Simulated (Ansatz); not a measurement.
# NbN: the cost of one run

Computed with Ansatz 0.2.0 (DFT PBE+U (U_eff = 6 eV on Nb d), plane waves, PAW, unless a step's input says otherwise).

## 1. The structure to begin with

The structure is cubic, space group Fm-3m (No. 225). The conventional cell has a = 4.389 Å, b = 4.389 Å, c = 4.389 Å, α = 90.00°, β = 90.00°, γ = 90.00°. Around Nb (site symmetry m-3m) lie 6 N at 2.19 Å. N (site symmetry m-3m) is surrounded by 6 Nb at 2.19 Å.

As a file:

```
CELL_PARAMETERS angstrom
0.00000 2.19450 2.19450
4.38900 2.19450 2.19450
4.38900 4.38900 0.00000
ATOMIC_POSITIONS crystal
Nb 0.50000 0.50000 0.00000
N 0.00000 0.00000 0.00000
Nb 0.50000 0.50000 0.50000
N 0.00000 0.00000 0.50000
```

Magnetic order typed: antiferromagnetic, doubled cell 0 1/2 1/2.

## 2. From atoms, symmetry kept, no search

Input file input.yaml:

```yaml
crystal:
  lattice:
    - [0.0, 2.19450073, 2.19450073]
    - [4.38900146, 2.19450073, 2.19450073]
    - [4.38900146, 4.38900146, 0.0]
  atoms:
    - { symbol: Nb, position: [0.5, 0.5, 0.0], spin: 2.0 }
    - { symbol: "N", position: [0.0, 0.0, 0.0] }
    - { symbol: Nb, position: [0.5, 0.5, 0.5], spin: -2.0 }
    - { symbol: "N", position: [0.0, 0.0, 0.5] }
basis:
  ecutwfc: 420
  ecutrho_ratio: 4
kpoints:
  mp_grid: { grid: [7, 7, 7] }
hamiltonian:
  xc: pbe
  hubbard:
    sites: [{ site: 0, l: d, u_eff: 6.0 }, { site: 2, l: d, u_eff: 6.0 }]
scf:
  occupations: { method: gaussian, width: 0.05 }
  lower_state_search: "off"
  max_iter: 150
output:
  forces: true
  stress: true
  eigenvalues: true
  populations: true
  hubbard: { sites: [{ site: 0, l: d }, { site: 2, l: d }] }
magnetization:
  spin_polarized: true
```

Run with:

```sh
ansatz run input.yaml --threads 2 --pin off --max-ram 3072MiB --backend cpu --events-out ev --progress --plain --runs-dir out
```

**Question.** How long does this run take on 2 threads of Arm Neoverse V2, shared host, and how much memory does it need?

About 4.4 s, with a peak of 0.39 GiB.
